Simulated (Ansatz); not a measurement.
Straining SnSe2

Computed with DFT PBE, scalar-relativistic, plane waves, PAW (Ansatz 0.2.0). Run with 420 eV cutoff, 12×12×4 k-mesh, Gaussian smearing of 0.02 eV, no spin polarisation.

Reference structure (relaxed):

```xyz
3
Lattice="3.8717 0.0000 0.0000 -1.9358 3.3530 0.0000 0.0000 0.0000 6.9711" Properties=species:S:1:pos:R:3 pbc="T T T"
Sn    0.0000    0.0000    0.0000
Se    1.9358    1.1177    5.3765
Se    0.0000    2.2353    1.5946
```

Deformation: c alone is stretched, the rest of the cell is held and the atoms relax, all within the symmetry that the strain leaves. Energies are extrapolated to zero smearing. Gaps are Kohn–Sham gaps over the whole zone.

| strain (%) | ΔE (meV/atom) | a (Å) | b (Å) | c (Å) | gap (eV) |
| --- | --- | --- | --- | --- | --- |
| -6.0 | 1.8 | 3.872 | 3.872 | 6.553 | 0.65 |
| -4.0 | 0.7 | 3.872 | 3.872 | 6.692 | 0.66 |
| -2.0 | 0.2 | 3.872 | 3.872 | 6.832 | 0.68 |
| +0.0 | 0.0 | 3.872 | 3.872 | 6.971 | 0.68 |
| +2.0 | 0.0 | 3.872 | 3.872 | 7.111 | 0.69 |
| +4.0 | 0.2 | 3.872 | 3.872 | 7.250 | 0.71 |
| +6.0 | 0.5 | 3.872 | 3.872 | 7.389 | 0.72 |

Task: What stiffness (1/V) d²E/dε² at zero strain does a cubic fit over all points give?

Result: A cubic fit gives (1/V) d²E/dε² = 3 GPa at zero strain (the elastic constant along c at held a and b).

Task: How fast does the gap move with strain on either side?

Result: 5 meV per percent on the compressed side and 5 meV per percent on the stretched side; it is indirect at -2.0 %, indirect at zero and indirect at +2.0 %.